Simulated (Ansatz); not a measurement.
**Lattice vibrations of AlAs at Γ at 40 GPa**

Computed with DFT PBE, scalar-relativistic, plane waves, PAW (Ansatz 0.2.0). Settings: 420 eV plane-wave cutoff, Γ-centred 10×10×10 mesh, fixed occupations. No spin polarisation. Phonons by linear response, acoustic sum rule imposed.

The cell, relaxed at 40 GPa:
```yaml
crystal:
  lattice:
    - [0.00000, 2.58197, 2.58197]
    - [2.58197, 0.00000, 2.58197]
    - [2.58197, 2.58197, 0.00000]
  atoms:
    - { symbol: Al, position: [0.00000, 0.00000, 0.00000] }
    - { symbol: As, position: [0.75000, 0.75000, 0.75000] }
```

Other phases may be more stable at this pressure. The bands were filled as in an insulator; under compression the gap may have closed between mesh points.

Problem. Give the high-frequency dielectric tensor ε∞.

Solution.
```
8.75 0.00 0.00
0.00 8.75 0.00
0.00 0.00 8.75
```

Problem. Give the Born effective charges.

Solution.
```tsv
atom	Z*xx	Z*yy	Z*zz	mean
Al (atom 1)	1.98	1.98	1.98	1.98
As (atom 2)	-1.98	-1.98	-1.98	-1.98
```

Problem. How large is the static dielectric tensor with the ions free to move, and what share of it is ionic?

Solution.
```
9.9 0.0 0.0
0.0 9.9 0.0
0.0 0.0 9.9
```
The ions give 12 % of its trace.

Cost: 1 run of about 2.5 core-minutes, on Intel Xeon Processor @ 2.50GHz (Skylake/Cascade Lake) (shared hosts).